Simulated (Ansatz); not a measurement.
The system is MgO2.

```
CELL_PARAMETERS angstrom
4.82861 0.00000 0.00000
0.00000 4.82861 0.00000
0.00000 0.00000 4.82861
ATOMIC_POSITIONS crystal
Mg 0.00000 0.00000 0.00000
Mg 0.50000 0.00000 0.50000
Mg 0.50000 0.50000 0.00000
Mg 0.00000 0.50000 0.50000
O 0.58942 0.91058 0.08942
O 0.91058 0.08942 0.58942
O 0.08942 0.58942 0.91058
O 0.41058 0.41058 0.41058
O 0.58942 0.58942 0.58942
O 0.91058 0.41058 0.08942
O 0.08942 0.91058 0.41058
O 0.41058 0.08942 0.91058
```

The cell is a database's computed one.

Program: Ansatz 0.2.0. Alike in all runs: task band structure; potentials or basis Ansatz PAW; no spin polarisation; cell as given.

Order these runs on this cell by their band gap on the k mesh, lowest first.
A. level HSE06; k mesh 4 × 4 × 4; cutoff (eV) 420; smearing fixed; level hse06; run kind scf
B. level LDA; k mesh 6 × 6 × 6; cutoff (eV) 420; smearing fermi-dirac 0.05 eV; points for each segment of the path 10
C. level BLYP; k mesh 6 × 6 × 6; cutoff (eV) 420; smearing fermi-dirac 0.05 eV; points for each segment of the path 10
D. level PBE0; k mesh 4 × 4 × 4; cutoff (eV) 420; smearing fixed; level pbe0; run kind scf
E. level r2SCAN; k mesh 6 × 6 × 6; cutoff (eV) 500; smearing fermi-dirac 0.05 eV; points for each segment of the path 10

B (3.80 eV), C (4.09 eV), E (4.65 eV), A (6.31 eV), D (7.09 eV).

A k mesh can miss the band edges.

Not every run made on this cell is shown here.
